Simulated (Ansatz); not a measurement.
# Cu: element swaps in one structure

The task here is to estimate one member of a computed series from the others.

Method: DFT PBE, scalar-relativistic, plane waves, PAW, in Ansatz 0.2.0.

**Starting point**

It takes space group I4/mmm (No. 139, tetragonal). Conventional cell: a = 2.951 Å, b = 2.951 Å, c = 2.759 Å, α = 90.00°, β = 90.00°, γ = 90.00°. Cu (site symmetry 4/mmm) is surrounded by 10 Cu at 2.50 to 2.76 Å.

Structure file:

```
Cu
1.0
    -1.47553    1.47553    1.37956
     1.47553   -1.47553    1.37956
     1.47553    1.47553   -1.37956
Cu
1
Cartesian
  0.0000 0.0000 0.0000
```

It goes back to an entry of the Materials Project, which need not be the stable form.

It is the result of an earlier relaxation at this level (volume 12.01 Å³/atom; gap on the mesh: none (metal)).

The first run:

The input, input.yaml:

```yaml
crystal:
  lattice:
    - [-1.5724894136, 1.5724894136, 1.4702072501]
    - [1.5724894136, -1.5724894136, 1.4702072501]
    - [1.5724894136, 1.5724894136, -1.4702072501]
  atoms:
    - { symbol: Ag, position: [0.0, 0.0, 0.0] }
basis:
  ecutwfc: 420
kpoints:
  mp_grid: { grid: [8, 8, 8] }
hamiltonian:
  xc: pbe
scf:
  occupations: { method: gaussian, width: 0.1 }
output:
  forces: true
  stress: true
  eigenvalues: true
```

Run with:

```bash
$ ansatz run input.yaml --threads 1 --pin off --max-ram 1331MiB --backend cpu --events-out ev --progress --plain --runs-dir out
```

Among the steps run: Quick check of gap, pressure and forces (Ag); A loose first relaxation (Ag); The relaxation (Ag); Probe: one point at the start (Ba); A loose first relaxation (Ba); Relaxing cell and atoms (Ba).

One of the session's tables, all rows but one given; the rest of the session is left out.

It belongs to the step «The crystals compared». Lengths are those of the vectors of the cell that was run:

```
   swap  volume (Å³/atom)  a (Å)  b (Å)  c (Å)  moment (μB/cell)
   none             12.01  2.502  2.502  2.502              0.00
Cu → Co                 ?      ?      ?      ?                 ?
Cu → Ni             11.01  2.440  2.440  2.440              0.61
Cu → Ag             18.01  2.869  2.869  2.869              0.00
Cu → Ba             63.44  4.352  4.352  4.352              0.00
```

Q: Estimate the row for Cu → Co from the others.

The run gave: volume (Å³/atom): 11.07; a (Å): 2.436; b (Å): 2.436; c (Å): 2.436; moment (μB/cell): 1.73. In the column «volume (Å³/atom)» it lies between Cu → Ni (11.01) and none (12.01).

Lengths are those of the computed cell. Rows of earlier swaps come from the sessions before.
